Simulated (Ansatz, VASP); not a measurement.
**One calculation of Bi, two programs**

```
Bi
1.0
    -1.84333    1.84333    1.84333
     1.84333   -1.84333    1.84333
     1.84333    1.84333   -1.84333
Bi
1
Direct
  0.00000 0.00000 0.00000
```

Alike in both runs: functional r2SCAN; k mesh 16 × 16 × 16; occupations fermi-dirac, width 0.1 eV; no spin polarisation.

Ansatz relaxed the structure, and its values are those at the end. VASP's run is a single point on that final structure, the one shown.

|  | VASP | Ansatz |
| --- | --- | --- |
| version | VASP 6.6.1 | Ansatz 0.2.0 |
| potentials or method | VASP PAW PBE potentials, release 64 (Bi_d) | scalar-relativistic, plane waves, PAW |
| plane-wave cutoff (eV) | 520 | 500 |
| valence electrons in the cell | 15 | 15 |

```tsv
	VASP	Ansatz	Ansatz less VASP
gap on the k mesh at the Fermi level (eV)	none	none	-
pressure (GPa)	20.2	20.2	-0.04
```

A gap of «none» marks a metal or a gap that the smearing closes.

Caveats: so large a pressure means that the cell lies far from this level's equilibrium, or that cutoff or potentials fall short (VASP); the potentials were made for another functional, which shifts forces and pressure (VASP); spin-orbit coupling is left out, which moves the levels of the heavy elements.
